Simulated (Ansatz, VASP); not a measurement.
ZrB2: VASP beside Ansatz

```
CELL_PARAMETERS angstrom
3.16376 0.00000 0.00000
-1.58188 2.73990 0.00000
0.00000 0.00000 3.54490
ATOMIC_POSITIONS crystal
Zr 0.00000 0.00000 0.00000
B 0.33333 0.66667 0.50000
B 0.66667 0.33333 0.50000
```

Alike in both runs: functional r2SCAN; dispersion rVV10; k mesh 12 × 12 × 9; no spin polarisation.

Ansatz relaxed the structure, and its values are those at the end. VASP's run is a single point on that final structure, the one shown.

|  | VASP | Ansatz |
| --- | --- | --- |
| version | VASP 6.6.1 | Ansatz 0.2.0 |
| potentials or method | VASP PAW PBE potentials, release 64 (Zr_sv, B) | plane waves, PAW |
| plane-wave cutoff (eV) | 520 | 500 |
| occupations | methfessel-paxton of order 1, width 0.15 eV | cold, width 0.15 eV |
| valence electrons in the cell | 18 | 18 |

|  | VASP | Ansatz | Ansatz less VASP |
| --- | --- | --- | --- |
| pressure (GPa) | 0.3 | 0.0 | -0.26 |

Caveats: the PAW data sets were made with another functional, which shifts forces and pressure a little (VASP).
